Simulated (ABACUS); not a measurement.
# CaO: equation of state with PBE

Crystal: CaO.

```
Ca O
1.0
     0.00000    2.40356    2.40356
     2.40356    0.00000    2.40356
     2.40356    2.40356    0.00000
Ca O
1 1
Direct
  0.00000 0.00000 0.00000
  0.50000 0.50000 0.50000
```

The cell is a database's computed one.

```
Program                                       : ABACUS 3.10.1
Task                                          : equation of state
Functional                                    : PBE
Potentials or basis                           : SG15 ONCV 1.2 PBE
Cutoff                                        : 1361 eV
Density cutoff                                : 5442 eV
Basis                                         : DZP LCAO (the cutoffs set its grid)
k mesh                                        : 9 × 9 × 9
Occupations                                   : fermi-dirac, width 0.05 eV
Spin                                          : no spin polarisation
Orbital files                                 : Ca Ca_confined-atom_9au_3s2p2d.orb, O O_confined-atom_6au_2s2p1d.orb
Radial cutoff of the potentials (pseudo_rcut) : 10 bohr
SCF threshold on the density                  : 1e-07
Max SCF steps                                 : 100
Eigensolver                                   : genelpa
Mixing                                        : broyden
Mixing share                                  : 0.7
Symmetry key                                  : 1
Bands                                         : 12
```

```json
{
  "Equilibrium volume": "14.17 Å³/atom",
  "Bulk modulus": "105 GPa",
  "Pressure derivative of the bulk modulus": "4.4 (rough: it moves with the points fitted)"
}
```

Energy against volume, from the lowest point:
| volume (Å³/atom) | energy (meV/atom) |
| --- | --- |
| 13.052 | 33.18 |
| 13.608 | 7.72 |
| 14.163 | 0.00 |
| 14.719 | 6.58 |

All runs of the series together: 37 s on 4 threads of Intel(R) Xeon(R) Platinum 8375C CPU @ 2.90GHz (Ice Lake) (shared host).

Caveat: the atomic orbitals were generated for these runs and aren't a published set; the basis of atomic orbitals isn't converged, which shifts pressures, moduli and gaps.
